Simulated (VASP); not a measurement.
Set up this calculation in VASP 6.6.1, as the native input.

```yaml
Task: dielectric tensor
Functional: PBE
Dispersion: D3(BJ)
Potentials_or_basis: VASP PAW PBE potentials, release 64 (Hf_pv, S)
Cutoff: 600 eV
k_mesh: 15 × 15 × 7
Occupations: gaussian, width 0.03 eV
Spin: no spin polarisation
Monkhorst-Pack_mesh: no
Further_INCAR_settings: ALGO = Normal; EDIFF = 1e-08
```

The structure of HfS2 lies in POSCAR:

```
HfS2                                    
1.0
    3.5994358199      0.0000000000     -0.0000000000
   -1.7997179098      3.1172028593      0.0000000000
    0.0000000000     -0.0000000000      5.7653376526
  Hf              S             
     1     2
Direct
     0.0000000000000000    0.0000000000000000    1.0000000000000000
     0.6666666699999979    0.3333333300000021    0.7478659474548032
     0.3333333300000021    0.6666666699999979    0.2521340525451968
```

The cell is a database's computed one.

One way to write it, as run:

INCAR

```
SYSTEM = HfS2
  ALGO = Normal
  EDIFF = 1E-8
  ENCUT = 600
  GGA = PE
  ISIF = 2
  ISMEAR = 0
  IVDW = 12
  KPAR = 2
  LASPH = .True.
  LCHARG = .False.
  LEPSILON = .True.
  LREAL = .False.
  LWAVE = .False.
  NELM = 80
  PREC = Accurate
  SIGMA = 0.03
```

KPOINTS

```
k-points
0
Gamma
  15 15 7
  0 0 0
```

Potentials or basis: VASP PAW PBE potentials, release 64 (Hf_pv, S).

Launch:

```console
$ cat potpaw_PBE.64/Hf_pv/POTCAR potpaw_PBE.64/S/POTCAR > POTCAR
$ mpirun -np 2 vasp_std > vasp.out
```

Results of the run:

```json
{"Band gap on the k mesh": "0.89 eV, indirect (least direct gap 1.80 eV)", "Electronic dielectric tensor (diagonal)": "10.61, 10.61, 5.77", "Born charges (mean of the diagonal)": "Hf +5.13; S -2.57 e", "Dispersion energy per atom": "-0.342 eV"}
```

Caveat: spin-orbit coupling is left out, which moves the levels of the heavy elements; an odd mesh through Γ misses points on the zone boundary, where band edges often lie.

Run time: 23 min on 2 MPI ranks on Intel(R) Xeon(R) Platinum 8375C CPU @ 2.90GHz (Ice Lake), with other jobs on the host, peak memory 1.2 GiB a rank.
